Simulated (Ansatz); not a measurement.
Here is an Ansatz 0.2.0 calculation.

The input input.yaml:

```yaml
crystal:
  lattice:
    - [0.0, 1.9156, 1.9156]
    - [1.9156, 0.0, 1.9156]
    - [1.9156, 1.9156, 0.0]
  atoms:
    - { symbol: Ir, position: [0.0, 0.0, 0.0] }
hamiltonian:
  xc: pbesol
  pseudopotentials: { kind: paw }
kpoints:
  mp_grid: { grid: [12, 12, 12] }
scf:
  occupations: { method: fermi_dirac, width: 0.05 }
output:
  forces: true
  stress: true
  eigenvalues: true
relax:
  f_tol: 0.01
  max_steps: 40
  cell: { stress_tol: 0.05 }
```

Potentials or basis: Ansatz PAW.

Launch:

```sh
$ ansatz run input.yaml --threads 2 --pin off --max-ram 5632MiB --backend cpu --events-out ev --progress --plain --runs-dir out
```

Question: Predict the relaxed cell.

Answer: a = 2.707 Å, b = 2.707 Å, c = 2.707 Å, α = 60.00°, β = 60.00°, γ = 60.00°.

Question: Predict the space group after relaxing (to 0.05 Å).

Answer: Fm-3m (No. 225).

Question: What does it give for the band gap on the k mesh?

Answer: None (metal or under the smearing width).

Question: Predict the relaxed volume.

Answer: 14.03 Å³/atom.

Final structure:
```
Ir
1.0
     0.00000    1.91448    1.91448
     1.91448    0.00000    1.91448
     1.91448    1.91448    0.00000
Ir
1
Direct
  0.00000 0.00000 0.00000
```

Caveat: the PAW data sets come from PBE, with cores solved anew for the run's functional, which leaves a small shift of forces and pressure. Spin-orbit coupling is left out, which matters for the levels of Ir.
